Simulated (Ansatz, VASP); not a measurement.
Two plane-wave programs on Al

```xyz
1
Lattice="-1.5288 1.5288 1.5288 1.5288 -1.5288 1.5288 1.5288 1.5288 -1.5288" Properties=species:S:1:pos:R:3 pbc="T T T"
Al    0.0000    0.0000    0.0000
```

Alike in both runs: task single point; functional r2SCAN; k mesh 16 × 16 × 16; occupations fermi-dirac, width 0.1 eV; no spin polarisation.

|  | VASP | Ansatz |
| --- | --- | --- |
| version | VASP 6.6.1 | Ansatz 0.2.0 |
| potentials or method | VASP PAW PBE potentials, release 64 (Al) | plane waves (500 eV) with PAW, scalar-relativistic |
| plane-wave cutoff (eV) | 520 | 500 |
| valence electrons in the cell | 3 | 3 |

VASP gave:

* pressure (GPa): 13.0

Problem. Estimate Ansatz's values.

Solution. Pressure (GPa): 13.4.

The functional is the same, so the differences come from potentials, cutoffs and numerics.

Caveats: the PAW data sets were made with another functional, which shifts forces and pressure a little (VASP).
